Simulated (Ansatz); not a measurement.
Input of an Ansatz 0.2.0 run:

Contents of input.yaml:

```yaml
crystal:
  lattice:
    - [0.0, 3.439000055, 3.439000055]
    - [3.439000055, 0.0, 3.439000055]
    - [3.439000055, 3.439000055, 0.0]
  atoms:
    - { symbol: Pb, position: [0.75, 0.75, 0.75] }
    - { symbol: Pb, position: [0.5, 0.5, 0.5] }
kpoints:
  mp_grid: { grid: [7, 7, 7] }
  band_path:
    path:
      - [0.0, 0.0, 0.0]
      - [0.5, 0.0, 0.5]
      - [0.5, 0.25, 0.75]
      - [0.375, 0.375, 0.75]
      - [0.0, 0.0, 0.0]
      - [0.5, 0.5, 0.5]
      - [0.625, 0.25, 0.625]
      - [0.5, 0.25, 0.75]
    npoints: 12
scf:
  occupations: { method: methfessel_paxton, width: 0.2 }
hamiltonian:
  xc: lda
  pseudopotentials: { kind: all_electron, lapw: { basis_error: 0.001 } }
output:
  forces: true
  stress: true
  eigenvalues: true
```

Potentials or basis: all-electron LAPW, scalar-relativistic.

The run is started by

```bash
$ ansatz run input.yaml --threads 1 --pin off --max-ram 3072MiB --backend cpu --events-out ev --progress --plain --runs-dir out
```

Problem. Predict the pressure.

Solution. -0.7 GPa.

Problem. What does it give for the band gap along the path?

Solution. None (metal or under the smearing width).

Levels at the corners of the path, in eV from the Fermi level:
| point | band 34 | band 35 | band 36 | band 37 | band 38 | band 39 |
| --- | --- | --- | --- | --- | --- | --- |
| Γ | -4.02 | 0.41 | 0.41 | 0.41 | 2.41 | 2.41 |
| X | -8.53 | -1.97 | -1.97 | 0.83 | 0.83 | 7.14 |
| W | -8.51 | -2.43 | -2.43 | 2.71 | 2.71 | 4.25 |
| K | -8.10 | -2.73 | -1.64 | 0.96 | 2.99 | 5.15 |
| Γ | -4.02 | 0.41 | 0.41 | 0.41 | 2.41 | 2.41 |
| L | -7.15 | -1.00 | -0.74 | -0.74 | 3.53 | 3.53 |
| U | -8.10 | -2.73 | -1.64 | 0.96 | 2.99 | 5.15 |
| W | -8.51 | -2.43 | -2.43 | 2.71 | 2.71 | 4.25 |

Caveat: spin-orbit coupling is left out, which moves the levels of the heavy elements.
